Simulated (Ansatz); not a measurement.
Crystal: Mn3Si.

```
Mn Si
1.0
     0.00000    2.86100    2.86100
     2.86100    0.00000    2.86100
     2.86100    2.86100    0.00000
Mn Si
3 1
Direct
  0.75000 0.75000 0.75000
  0.25000 0.25000 0.25000
  0.50000 0.50000 0.50000
  0.00000 0.00000 0.00000
```

| Item | Value |
| --- | --- |
| Program | Ansatz 0.2.0 |
| Task | relaxation of cell and atoms |
| Functional | PBE |
| Potentials or basis | Ansatz PAW |
| Cutoff | 420 eV (not typed: the program's choice for these potentials) |
| k mesh | 8 × 8 × 8 |
| Occupations | fermi-dirac, width 0.05 eV |
| Spin | collinear spin, ferromagnetic start |
| Starting moments | [4.0, 4.0, 4.0, 0.0] μB |

At the start: volume 11.71 Å³/atom.

**Question.** Where does the relaxation end?

**Answer.** It ends after 5 steps and the volume is 11.22 Å³/atom (-4.1 %); space group Fm-3m (No. 225, to 0.05 Å); moment 1.02 μB per cell.

Step by step:
```csv
step,energy change (eV),largest force (eV/Å),volume (Å³)
1,0.0000,0.0000,46.84
2,-0.0454,0.0000,45.55
3,-0.0515,0.0000,44.85
4,-0.0516,0.0000,44.90
5,-0.0509,0.0000,44.90
```

Final structure:
```
Mn Si
1.0
     0.00000    2.82096    2.82096
     2.82096    0.00000    2.82096
     2.82096    2.82096    0.00000
Mn Si
3 1
Direct
  0.75000 0.75000 0.75000
  0.25000 0.25000 0.25000
  0.50000 0.50000 0.50000
  0.00000 0.00000 0.00000
```

Caveat: the plane-wave basis is chosen anew once the cell has moved, so the energies of steps on either side of that aren't comparable; the starting moments weren't kept.
